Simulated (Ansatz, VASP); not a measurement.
# Pd in VASP and in Ansatz

File INCAR:

```
PREC     = Accurate       # precision mode
ENCUT    = 520            # plane-wave cutoff, eV
EDIFF    = 1E-7           # SCF threshold, eV
ISMEAR   = -1             # smearing method
SIGMA    = 0.05           # smearing width, eV
LREAL    = F              # projectors in reciprocal space
LASPH    = T              # aspherical terms in the spheres
NELM     = 80             # most SCF steps
ALGO     = Fast           # electronic algorithm
ISIF     = 2              # what is computed and relaxed
LWAVE    = F              # write WAVECAR
LCHARG   = T              # write CHGCAR
GGA      = PE             # functional
LELF     = T              # ELF
LVHAR    = T            
NBANDS   = 11             # bands
```

KPOINTS

```
Automatic mesh
0
Gamma
  12 12 12
```

POSCAR

```
Pd
1.0
   -1.5722810000      1.5722810000      1.5722810000
    1.5722810000     -1.5722810000      1.5722810000
    1.5722810000      1.5722810000     -1.5722810000
Pd
1
Direct
    0.0000000000      0.0000000000      0.0000000000
```

The input input.yaml:

```yaml
crystal:
  lattice:
    - [-1.572281, 1.572281, 1.572281]
    - [1.572281, -1.572281, 1.572281]
    - [1.572281, 1.572281, -1.572281]
  atoms:
    - { symbol: Pd, position: [0.0, 0.0, 0.0] }
kpoints:
  mp_grid: { grid: [12, 12, 12] }
scf:
  occupations: { method: fermi_dirac, width: 0.05 }
hamiltonian:
  xc: pbe
  pseudopotentials: { kind: all_electron, lapw: { basis_error: 0.001 } }
output:
  forces: true
  stress: true
  eigenvalues: true
  populations: true
```

This isn't the form of Pd at room conditions, which is fcc.

Alike in both runs: task single point; functional PBE; k mesh 12 × 12 × 12; occupations fermi-dirac, width 0.05 eV; no spin polarisation.

|  | VASP | Ansatz |
| --- | --- | --- |
| version | VASP 6.6.1 | Ansatz 0.2.0 |
| potentials or method | VASP PAW PBE potentials, release 64 (Pd) | all-electron LAPW, scalar-relativistic |
| plane-wave cutoff (eV) | 520 | see its input |

```csv
,VASP,Ansatz,Ansatz less VASP
gap on the k mesh at the Fermi level (eV),none,none,-
pressure (GPa),-1.4,-1.2,+0.19
```

A gap of «none» marks a metal or a gap that the smearing closes. Ansatz ran all-electron here, so the differences hold the error of VASP's frozen core and of both bases.
